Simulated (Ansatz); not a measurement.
# Compressing TaSi₂: a fit and a missing row

TaSi₂, P6_222, a = 4.806 Å, c = 6.597 Å. The structure is a COD entry; whether it is the stable form wasn't checked. Ansatz: PBE, PAW, 420 eV, Γ-centred 12×12×6 mesh on 9 atoms, Gaussian smearing 0.10 eV; no spin polarisation. Shape and atoms are relaxed at each volume; pressure is positive in compression.

```
V (Å³/atom) P (GPa)
     13.782        ?
     14.221     5.95
     14.661     0.00
     15.101    -5.06
     15.541    -9.35
```

Task: Take V0 = 14.661 Å³/atom, fit the third-order Birch–Murnaghan form to the other rows, and predict the missing pressure.

Result: With the Eulerian strain f = ½[(V0/V)^(2/3) − 1] and y = P/[3f(1 + 2f)^(5/2)], the form is the line y = B0 + 1.5 B0 (B0′ − 4) f. Rows (f, y): 0.01026, 183.7; -0.00976, 181.5; -0.01906, 180.2. Means f = -0.006187, y = 181.80; Σ(Δf)² = 0.0004490, ΣΔfΔy = 0.05292; the slope is their ratio. y = 182.5 + 117.9 f GPa, so B0 = 182.5 GPa and B0′ = 4 + 2 × (117.9)/(3 × 182.5) = 4.43. At V = 13.782, f = 0.02104, y = 184.98 and P = 12.94 GPa. The run gave 12.93 GPa, so the fit is 0.01 GPa too high, a small miss on the scale of the series. The form still works here, 33 % of the fitted range beyond its end.

Spin–orbit coupling is left out, which can shift energies with elements as heavy as these.